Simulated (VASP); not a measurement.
# Mg12O (a cell with a defect) in VASP: a series of runs

The runs below take Mg12O (a cell with a defect) through single point, with PBE.

All numbers are computed with VASP 6.6.1; they aren't measurements. Logs are shortened: lines on timing, memory, paths and dates and some standing lists are left out, and cuts for length are marked.

### 1 The crystal as given

The cell holds a defect, 13 atoms: a = 6.420 Å, b = 9.630 Å, c = 5.213 Å, α = 90.00°, β = 90.00°, γ = 120.00°.

The cell was built by a generator and needn't be a form met in nature.

### 2 Single point, PBE

INCAR

```
SYSTEM = Mg12O
  PREC = Accurate
  ENCUT = 520
  EDIFF = 1E-7
  ISMEAR = -1
  SIGMA = 0.15
  LREAL = .FALSE.
  LASPH = .TRUE.
  NELM = 100
  ALGO = Normal
  ISIF = 2
  LWAVE = .FALSE.
  LCHARG = .TRUE.
  GGA = PE
  LELF = .TRUE.
  LVHAR = .TRUE.
  NBANDS = 27
```

KPOINTS

```
regular mesh
0
G
  3 2 3
  0 0 0
```

POSCAR

```
Mg12O
1.0
    6.4200000000      0.0000000000      0.0000000000
   -4.8150000000      8.3398250000      0.0000000000
    0.0000000000      0.0000000000      5.2130400000
Mg O
12 1
Direct
    0.1512328277      0.0214153175     -0.0490884398
    0.2641772469      0.2112394445      0.5554340653
    0.0682845136      0.3104021967      0.1229225174
    0.1316002840      0.4903580111      0.5730437518
   -0.0717477856      0.6808056524      0.0281217869
    0.2308046808      0.8228589928      0.6149962402
    0.5243599857      0.0579628469      0.2431019137
    0.7667342049      0.1918865204      0.7043299111
    0.5295904923      0.3783532628      0.0889500176
    0.6304297339      0.6416321685      0.4802188358
    0.5018079618      0.7415383416     -0.0157681506
    0.7728709205      0.9329452357      0.4401846140
    0.1652620557      0.6126027824      0.8669797278
```

Potentials or basis: VASP PAW PBE potentials, release 64 (Mg, O).

The run is started by

```bash
> cat potpaw_PBE.64/Mg/POTCAR potpaw_PBE.64/O/POTCAR > POTCAR
> mpirun -np 1 vasp_std > vasp.out
```

OUTCAR:

```text
SYSTEM = Mg12O
   PREC = Accurate
   ENCUT = 520
   EDIFF = 1E-7
   ISMEAR = -1
   LREAL = .FALSE.
   LASPH = .TRUE.
   NELM = 100
   ISIF = 2
   GGA = PE

 ion  position               nearest neighbor table
   1  0.151  0.021  0.951-   2 2.61   7 2.71   6 2.82   5 2.88   9 3.14   3 3.21  12 3.33  12 3.41
                             2 3.53
   2  0.264  0.211  0.555-   1 2.61   9 2.94   3 2.96  12 3.01   7 3.18   8 3.20   4 3.20   9 3.24
                             8 3.41   3 3.53   1 3.53  10 3.62   6 3.65
   3  0.068  0.310  0.123-   9 2.70   8 2.76   4 2.82   2 2.96   7 3.16   1 3.21   4 3.27   8 3.47
                             2 3.53  12 3.56
   4  0.132  0.490  0.573-  13 1.88   8 2.74  10 2.82   3 2.82   6 2.94   2 3.20  11 3.22   3 3.27
                             5 3.62
   5  0.928  0.681  0.028-  13 2.11   6 2.76   9 2.77   1 2.88  10 2.94  11 3.08  10 3.35  11 3.44
                             6 3.51   4 3.62
   6  0.231  0.823  0.615-  13 2.27   5 2.76   1 2.82   7 2.86   4 2.94  11 2.95  12 3.22  10 3.42
                             5 3.51   8 3.53   2 3.65
   7  0.524  0.058  0.243-  12 2.64   1 2.71   8 2.80   6 2.86   8 3.16   3 3.16   9 3.17   2 3.18
                            11 3.27
   8  0.767  0.192  0.704-   4 2.74   3 2.76   7 2.80  12 2.87   7 3.16   2 3.20   2 3.41   3 3.47
                             9 3.51   6 3.53
   9  0.530  0.378  0.089-   3 2.70   5 2.77   2 2.94  10 3.06   1 3.14   7 3.17   2 3.24   8 3.51
                            11 3.63
  10  0.630  0.642  0.480-  12 2.49   4 2.82   5 2.94  11 3.01  11 3.05   9 3.06   5 3.35   6 3.42
                             2 3.62
  11  0.502  0.742  0.984-  13 1.98   6 2.95  12 2.98  10 3.01  10 3.05   5 3.08   4 3.22   7 3.27
                            12 3.36   5 3.44   9 3.63
  12  0.773  0.933  0.440-  10 2.49   7 2.64   8 2.87  11 2.98   2 3.01   6 3.22   1 3.33  11 3.36
                             1 3.41   3 3.56
  13  0.165  0.613  0.867-   4 1.88  11 1.98   5 2.11   6 2.27

  LATTYP: Found a simple monoclinic cell.
 ALAT       =     6.4200000000
 B/A-ratio  =     0.8120000000
 C/A-ratio  =     1.3228757108
 COS(beta)  =    -0.1889822286

  Lattice vectors:

 A1 = (   6.4200000000,   0.0000000000,   0.0000000000)
 A2 = (   0.0000000000,   0.0000000000,   5.2130400000)
 A3 = (  -1.6050000000,  -8.3398250000,   0.0000000000)

Analysis of symmetry for initial positions (statically):
=====================================================================
 Subroutine PRICEL returns:
 Original cell was already a primitive cell.

 Routine SETGRP: Setting up the symmetry group for a
 simple monoclinic supercell.

 Subroutine GETGRP returns: Found  1 space group operations
 (whereof  1 operations were pure point group operations)
 out of a pool of  4 trial point group operations.

The static configuration has the point symmetry C_1 .

Analysis of symmetry for dynamics (positions and initial velocities):
=====================================================================
 Subroutine PRICEL returns:
 Original cell was already a primitive cell.

 Routine SETGRP: Setting up the symmetry group for a
 simple monoclinic supercell.

 Subroutine GETGRP returns: Found  1 space group operations
 (whereof  1 operations were pure point group operations)
 out of a pool of  4 trial point group operations.

The dynamic configuration has the point symmetry C_1 .

 Subroutine INISYM returns: Found  1 space group operations
 (whereof  1 operations are pure point group operations),
 and found     1 'primitive' translations

----------------------------------------------------------------------------------------

                                     Primitive cell

  volume of cell :     279.1149

  direct lattice vectors                    reciprocal lattice vectors
     6.420000000  0.000000000  0.000000000     0.155763240  0.089929945  0.000000000
    -4.815000000  8.339825000  0.000000000     0.000000000  0.119906593  0.000000000
     0.000000000  0.000000000  5.213040000     0.000000000  0.000000000  0.191826650

  length of vectors
[... 67 lines left out ...]
|        whereas your k-lattice is hexagonal.                                 |
|                                                                             |
|     Results are often still useful ...                                      |
|                                                                             |
 -----------------------------------------------------------------------------

 Subroutine IBZKPT returns following result:
 ===========================================

 Found     10 irreducible k-points:

 Following reciprocal coordinates:
            Coordinates               Weight
  0.000000  0.000000  0.000000      1.000000
  0.333333  0.000000  0.000000      2.000000
  0.000000  0.500000  0.000000      1.000000
  0.333333  0.500000  0.000000      2.000000
  0.000000  0.000000  0.333333      2.000000
  0.333333  0.000000  0.333333      2.000000
 -0.333333  0.000000  0.333333      2.000000
  0.000000  0.500000  0.333333      2.000000
  0.333333  0.500000  0.333333      2.000000
 -0.333333  0.500000  0.333333      2.000000
   k-points           NKPTS =     10   k-points in BZ     NKDIM =     10   number of bands    NBANDS=     27
   number of dos      NEDOS =    301   number of ions     NIONS =     13
   total plane-waves  NPLWV = 138240
   dimension x,y,z NGX =    48 NGY =   72 NGZ =   40
   dimension x,y,z NGXF=    96 NGYF=  144 NGZF=   80
   ions per type =              12   1
   NGX,Y,Z   is equivalent  to a cutoff of  12.43, 12.43, 12.76 a.u.
   NGXF,Y,Z  is equivalent  to a cutoff of  24.86, 24.86, 25.51 a.u.
 SYSTEM =  Mg12O
   PREC   = accura    normal or accurate (medium, high low for compatibility)
   ISTART =      0    job   : 0-new  1-cont  2-samecut
   ICHARG =      2    charge: 1-file 2-atom 10-const
   ISPIN  =      1    spin polarized calculation?
   LNONCOLLINEAR =      F non collinear calculations
   LSORBIT =      F    spin-orbit coupling
   LASPH  =      T    aspherical Exc in radial PAW
   ENCUT  =  520.0 eV  38.22 Ry    6.18 a.u.  11.94 17.91  9.69*2*pi/ulx,y,z
   NELM   =    100;   NELMIN=  2; NELMDL= -5     # of ELM steps
   EDIFF  = 0.1E-06   stopping-criterion for ELM
   LREAL  =      F    real-space projection
   EDIFFG = 0.1E-05   stopping-criterion for IOM
   NSW    =      0    number of steps for IOM
   IBRION =     -1    ionic relax: 0-MD 1-quasi-New 2-CG
   NFREE  =      0    steps in history (QN), initial steepest desc. (CG)
   ISIF   =      2    stress and relaxation
   ISYM   =      2    0-nonsym 1-usesym 2-fastsym
   POTIM  = 0.5000    time-step for ionic-motion
   TEBEG  =    0.0;   TEEND  =   0.0 temperature during run
   PSTRESS=    0.0 pullay stress
   NELECT =      30.0000    total number of electrons
   NUPDOWN=      -1.0000    fix difference up-down
   EMIN   =  10.00;   EMAX   =-10.00  energy-range for DOS
   EFERMI =   0.00;   METHOD = LEGACY
   ISMEAR =    -1;   SIGMA  =   0.15  broadening in eV -4-tet -1-fermi 0-gaus
   EFERMI_NEDOS =   21; number of points for ismear=-14 and -15
   IALGO  =     38    algorithm
   IMIX   =      4    mixing-type and parameters
     AMIX     =   0.40;   BMIX     =  1.00
     AMIX_MAG =   1.60;   BMIX_MAG =  1.00
  volume/ion in A,a.u.               =      21.47       144.89
  Fermi-wavevector in a.u.,A,eV,Ry     =   0.778373  1.470911  8.243280  0.605864
  Thomas-Fermi vector in A             =   1.881255
   LORBIT       =      0    0 simple, 1 ext, 2 COOP (PROOUT), +10 PAW based schemes
   GGA     = PE    functional components
   LHFCALC =     F    Hartree Fock is set to
   AEXX    =    0.0000 exact exchange contribution
   IVDW    =     0    specifies the selected vdW correction
   LEPSILON=     F    determine dielectric tensor
   LRPA    =     F    only Hartree local field effects (RPA)
 non-spin polarized calculation
  energy-cutoff  :      520.00
  volume of cell :      279.11
 maximum number of plane-waves:      7549
   NGX = 23   NGY = 35   NGZ = 19

 number of electron      30.0000000 magnetization

 Free energy of the ion-electron system (eV)
  ---------------------------------------------------
  ext. energy  EPLUGINS =         0.00000000
  ---------------------------------------------------
  free energy    TOTEN  =       -23.21474426 eV

  energy without entropy =      -22.79547132  energy(sigma->0) =      -23.00510779

 E-fermi :   2.6955     XC(G=0):  -8.5249

 val. band max:        2.6923196939   @ k =   0.3333   0.5000   0.0000
 cond. band min:       2.7048446857   @ k =   0.3333   0.0000   0.0000
 fundamental gap:      0.0125249918
 Fermi energy:         2.6954945866

 k-point     1 :       0.0000    0.0000    0.0000
  band No.  band energies     occupation
      1     -15.9151      2.00000
      2      -4.0500      2.00000
      3      -2.8622      2.00000
      4      -2.3973      2.00000
      5      -1.9741      2.00000
      6      -1.7877      2.00000
[... 289 lines left out ...]
     26       6.6546      0.00000
     27       6.8659      0.00000

------------------------ aborting loop because EDIFF is reached ----------------------------------------

  FORCE on cell =-STRESS in cart. coord.  units (eV):
  Direction    XX          YY          ZZ          XY          YZ          ZX
  --------------------------------------------------------------------------------------
  -------------------------------------------------------------------------------------
  Total        4.5164758     10.4685350     10.3059628      1.8125905     -0.3264741      0.7971813
  in kB       25.9255064     60.0915588     59.1583604     10.4046446     -1.8740291      4.5759856
  external PRESSURE =      48.3918085 kB  Pullay stress =       0.0000000 kB

 VOLUME and BASIS-vectors are now :
 -----------------------------------------------------------------------------
  energy-cutoff  :      520.00
  volume of cell :      279.11
      direct lattice vectors                 reciprocal lattice vectors
     6.420000000  0.000000000  0.000000000     0.155763240  0.089929945  0.000000000
    -4.815000000  8.339825000  0.000000000     0.000000000  0.119906593  0.000000000
     0.000000000  0.000000000  5.213040000     0.000000000  0.000000000  0.191826650

 POSITION                                       TOTAL-FORCE (eV/Angst)
 -----------------------------------------------------------------------------------
      0.86780      0.17860      4.95714        -1.182889     -0.123255      0.751178
      0.67890      1.76170      2.89550         0.075946      0.797852     -0.480771
     -1.05620      2.58870      0.64080        -0.662610     -0.037848     -0.038631
     -1.51620      4.08950      2.98730        -0.237103     -0.059325     -0.221782
      2.68130      5.67780      0.14660         0.992022     -0.151198      0.232242
     -2.48030      6.86250      3.20600         0.200582     -0.152859     -0.433872
      3.08730      0.48340      1.26730        -0.284984      0.448125     -0.833402
      3.99850      1.60030      3.67170        -0.777218     -0.770021      0.340783
      1.57820      3.15540      0.46370         0.781425     -0.354810     -0.383960
      0.95790      5.35110      2.50340         1.113808     -1.774014      0.295484
     -0.34890      6.18430      5.13084        -0.066427     -0.098520      0.197484
      0.46970      7.78060      2.29470         0.908410      0.922932      0.239477
     -1.88870      5.10900      4.51960        -0.860963      1.352941      0.335769
 -----------------------------------------------------------------------------------
    total drift:                                0.000110     -0.000434      0.000655

  FREE ENERGIE OF THE ION-ELECTRON SYSTEM (eV)
  ---------------------------------------------------
  free  energy   TOTEN  =       -23.2147442582 eV

  energy  without entropy=      -22.7954713173  energy(sigma->0) =      -23.00510779
```

Wall time 55 s (1 thread of Intel Xeon 6975P-C (Granite Rapids), shared host); peak memory 0.37 GiB.

Results:

* Free energy: -23.2147 eV
* Pressure: 4.8 GPa
* Largest force: 2.115 eV/Å
* Band gap on the k mesh: none (metal or under the smearing width)

Forces on the atoms (eV/Å):
```
Mg  -1.183 -0.123  0.751
Mg   0.076  0.798 -0.481
Mg  -0.663 -0.038 -0.039
Mg  -0.237 -0.059 -0.222
Mg   0.992 -0.151  0.232
Mg   0.201 -0.153 -0.434
Mg  -0.285  0.448 -0.833
Mg  -0.777 -0.770  0.341
Mg   0.781 -0.355 -0.384
Mg   1.114 -1.774  0.295
Mg  -0.066 -0.099  0.197
Mg   0.908  0.923  0.239
O   -0.861  1.353  0.336
```

Stress tensor (GPa, compression positive):
```
 2.59  1.04  0.46
 1.04  6.01 -0.19
 0.46 -0.19  5.92
```

Levels at points of the mesh, in eV from the Fermi level:
```
           k point  band 12  band 13  band 14  band 15  band 16  band 17
(0.00, 0.00, 0.00)    -1.20    -1.10    -0.11     0.12     0.51     0.81
(0.00, 0.50, 0.00)    -1.21    -1.03    -0.85    -0.43    -0.11     0.51
```

Caveat: the k mesh is coarse (spacing up to 0.40 Å⁻¹), so the values aren't converged.

### 3 Single point, PBE

INCAR

```
SYSTEM = Mg12O
PREC     = Accurate       ! precision mode
ENCUT    = 520            ! plane-wave cutoff, eV
EDIFF    = 1E-7           ! SCF threshold, eV
ISMEAR   = -1             ! smearing method
SIGMA    = 0.15           ! smearing width, eV
LREAL    = .False.        ! projectors in reciprocal space
LASPH    = .True.         ! aspherical terms in the spheres
NELM     = 100            ! most SCF steps
ALGO     = Normal         ! electronic algorithm
ISIF     = 2              ! what is computed and relaxed
LWAVE    = .False.        ! write WAVECAR
LCHARG   = .True.         ! write CHGCAR
GGA      = PE             ! functional
LELF     = .True.         ! ELF
LVHAR    = .True.       
NBANDS   = 27             ! bands
```

KPOINTS

```
regular mesh
0
Gamma
  3 2 3
  0 0 0
```

POSCAR

```
Mg12O
1.0
    6.4200000000      0.0000000000      0.0000000000
   -4.8150000000      8.3398250000      0.0000000000
    0.0000000000      0.0000000000      5.2130400000
Mg O
12 1
Direct
   -0.0021450615      0.1203382565      0.0051025889
    0.3659180289      0.2336020240      0.5020103433
   -0.0415142593      0.3955718495      0.0587756856
    0.0533729240      0.4578513338      0.6120996578
    0.0490431157      0.6939474150      0.1433520556
    0.1818344888      0.7947408968      0.6325100134
    0.4253306855      0.0496413294      0.1348733177
    0.6365741530      0.0600012590      0.6019903933
    0.4810471286      0.3906796605     -0.0068098461
    0.7422920912      0.5797124040      0.5552038734
    0.5727973274      0.7301472153      0.0720884551
    0.9766213915      0.9397319488      0.4972914077
    0.2548995206      0.6664288519      0.8334676120
```

Potentials or basis: VASP PAW PBE potentials, release 64 (Mg, O).

The run is started by

```bash
> cat potpaw_PBE.64/Mg/POTCAR potpaw_PBE.64/O/POTCAR > POTCAR
> mpirun -np 1 vasp_std > vasp.out
```

Run time: 56 s. Hardware: 1 thread of Intel Xeon 6975P-C (Granite Rapids), shared host; peak memory 0.37 GiB.

It converged, with:

```
Free energy            : -22.4507 eV
Pressure               : 5.4 GPa
Largest force          : 2.367 eV/Å
Band gap on the k mesh : none (metal or under the smearing width)
```

Forces on the atoms (eV/Å):
```
Mg   0.215 -0.606  0.031
Mg  -0.263  0.842  0.361
Mg  -0.234 -0.840  1.899
Mg   1.357  0.377 -1.680
Mg  -0.097  0.501 -1.127
Mg   1.704  1.008  0.284
Mg  -0.028 -0.169 -0.991
Mg   0.723  0.782  0.286
Mg   0.129  0.236  0.413
Mg  -1.894 -0.844 -0.237
Mg  -0.668  0.162 -0.610
Mg  -1.611 -0.061 -0.428
O    0.667 -1.389  1.797
```

Stress tensor (GPa, compression positive):
```
 2.93 -1.01  0.89
-1.01  6.02 -1.08
 0.89 -1.08  7.22
```

Levels at points of the mesh, in eV from the Fermi level:
| k point | band 13 | band 14 | band 15 | band 16 | band 17 | band 18 |
| --- | --- | --- | --- | --- | --- | --- |
| (0.00, 0.00, 0.00) | -0.84 | -0.23 | 0.30 | 0.38 | 0.74 | 0.84 |
| (0.00, 0.50, 0.00) | -1.08 | -0.69 | -0.52 | -0.12 | 0.56 | 0.66 |

Caveat: the k mesh is coarse (spacing up to 0.40 Å⁻¹), so the values aren't converged.

### 4 Single point, PBE

INCAR

```
SYSTEM = Mg12O
  PREC = Accurate
  ENCUT = 520
  EDIFF = 1E-7
  ISMEAR = -1
  SIGMA = 0.15
  LREAL = .FALSE.
  LASPH = .TRUE.
  NELM = 100
  ALGO = Normal
  ISIF = 2
  LWAVE = .FALSE.
  LCHARG = .FALSE.
  GGA = PE
  NBANDS = 27
```

KPOINTS

```
regular mesh
0
G
  3 2 3
  0 0 0
```

POSCAR

```
Mg12O
1.0
    6.4200000000      0.0000000000      0.0000000000
   -4.8150000000      8.3398250000      0.0000000000
    0.0000000000      0.0000000000      5.2130400000
Mg O
12 1
Direct
   -0.1125731348      0.0808889875     -0.1296748155
    0.3116406789      0.1982415698      0.5174907540
   -0.1125520592      0.4125266417      0.2198717063
    0.1922866027      0.5104423654      0.6840730169
    0.0411881221      0.7214180154      0.1083628746
    0.5146733766      0.8386506911      0.6116968218
    0.3359305437      0.0639821579     -0.0482060372
    0.7600852502      0.1406744146      0.4221145435
    0.4289316337      0.4066752000      0.0528098768
    0.7132876204      0.5416420608      0.5724107239
    0.5012335843      0.7299313835      0.1148849807
    0.9463882667      0.8802103162      0.5527868576
    0.1343198437      0.5459467075      1.0307613216
```

The run is started by

```bash
> cat potpaw_PBE.64/Mg/POTCAR potpaw_PBE.64/O/POTCAR > POTCAR
> mpirun -np 1 vasp_std > vasp.out
```

It took 51 s on 1 thread of Intel Xeon 6975P-C (Granite Rapids), shared host; peak memory 0.36 GiB.

The run converged. Its results:

```yaml
Free_energy: -22.8559 eV
Pressure: 6.1 GPa
Largest_force: 3.110 eV/Å
Band_gap_on_the_k_mesh: none (metal or under the smearing width)
```

Forces on the atoms (eV/Å):
```
Mg   0.148  0.798  2.071
Mg  -0.240  0.993 -0.908
Mg  -1.123 -1.939  0.374
Mg  -0.112 -0.788 -0.746
Mg  -0.285  0.278 -0.483
Mg  -1.758 -0.335  0.021
Mg   0.950 -0.283  1.104
Mg  -0.065 -0.342 -0.592
Mg  -0.088 -0.532  0.210
Mg  -0.593  0.110  0.387
Mg   0.395 -0.127  0.080
Mg   1.201 -0.332 -0.540
O    1.570  2.499 -0.979
```

Stress tensor (GPa, compression positive):
```
 1.41  0.44 -0.09
 0.44  8.22 -2.90
-0.09 -2.90  8.60
```

Levels at points of the mesh, in eV from the Fermi level:
| k point | band 13 | band 14 | band 15 | band 16 | band 17 | band 18 |
| --- | --- | --- | --- | --- | --- | --- |
| (0.00, 0.00, 0.00) | -1.02 | -0.14 | 0.13 | 0.43 | 0.90 | 0.98 |
| (0.00, 0.50, 0.00) | -0.87 | -0.78 | -0.37 | -0.21 | 0.16 | 0.93 |

Caveat: the k mesh is coarse (spacing up to 0.40 Å⁻¹), so the values aren't converged.
